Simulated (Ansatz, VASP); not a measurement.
C: 3 runs at one level of theory

The starting cell:

```xyz
2
Lattice="0.0000 1.7834 1.7834 1.7834 0.0000 1.7834 1.7834 1.7834 0.0000" Properties=species:S:1:pos:R:3 pbc="T T T"
C     2.6751    2.6751    2.6751
C     1.7834    1.7834    1.7834
```

Alike in all runs: task relaxation of cell and atoms; functional revPBE; k mesh 13 × 13 × 13; occupations fermi-dirac, width 0.05 eV; no spin polarisation; no spin-orbit coupling.

```json
{"program and potentials": "Ansatz, Ansatz PAW", "plane-wave cutoff (eV)": "420", "notes": "potentials made for PBE, which Ansatz adapts in part", "equilibrium volume (Å³/atom)": "5.76"}
{"program and potentials": "Ansatz, all-electron LAPW, scalar-relativistic", "plane-wave cutoff (eV)": "-", "notes": "-", "equilibrium volume (Å³/atom)": "5.76"}
{"program and potentials": "VASP, PBE PAW files C, 600 eV", "plane-wave cutoff (eV)": "600", "notes": "potentials made for PBE", "equilibrium volume (Å³/atom)": "5.75"}
```

The equilibrium volume spans 5.75 (VASP, PBE PAW files C, 600 eV) to 5.76 Å³/atom (Ansatz, Ansatz PAW), with all-electron results at 5.76. Some sets were made for another functional than the one run, which can shift their rows. Relaxations stop with a little pressure left, so the last digit of a volume isn't settled.

Differences between rows come from potentials, basis sets and numerical settings, since the functional is the same but for its coding. Runs on potential files found faulty are left out.
